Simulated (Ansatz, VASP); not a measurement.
**Ir: VASP beside Ansatz**

```xyz
1
Lattice="0.0000 1.9151 1.9151 1.9151 0.0000 1.9151 1.9151 1.9151 0.0000" Properties=species:S:1:pos:R:3 pbc="T T T"
Ir    0.0000    0.0000    0.0000
```

Alike in both runs: functional PBEsol; k mesh 22 × 22 × 22; occupations methfessel-paxton of order 1, width 0.1 eV; no spin polarisation.

Ansatz relaxed the structure, and its values are those at the end. VASP's run is a single point on that final structure, the one shown.

|  | VASP | Ansatz |
| --- | --- | --- |
| version | VASP 6.6.1 | Ansatz 0.2.0 |
| potentials or method | VASP PAW PBE potentials, release 64 (Ir) | scalar-relativistic, plane waves, PAW |
| plane-wave cutoff (eV) | 520 | 420 |
| valence electrons in the cell | 9 | 17 |

Ansatz gave:

* gap on the k mesh at the Fermi level (eV): none
* pressure (GPa): 0.0

Which values does VASP return?

gap on the k mesh at the Fermi level (eV): none; pressure (GPa): 0.9.

A gap of «none» marks a metal or a gap that the smearing closes. The functional is the same, so the differences come from potentials, cutoffs and numerics. The two sets of potentials don't hold the same shells in valence.

Caveats: the PAW data sets were made with another functional, which shifts forces and pressure a little (VASP). The runs have no spin-orbit coupling, so splittings on Ir are missing.
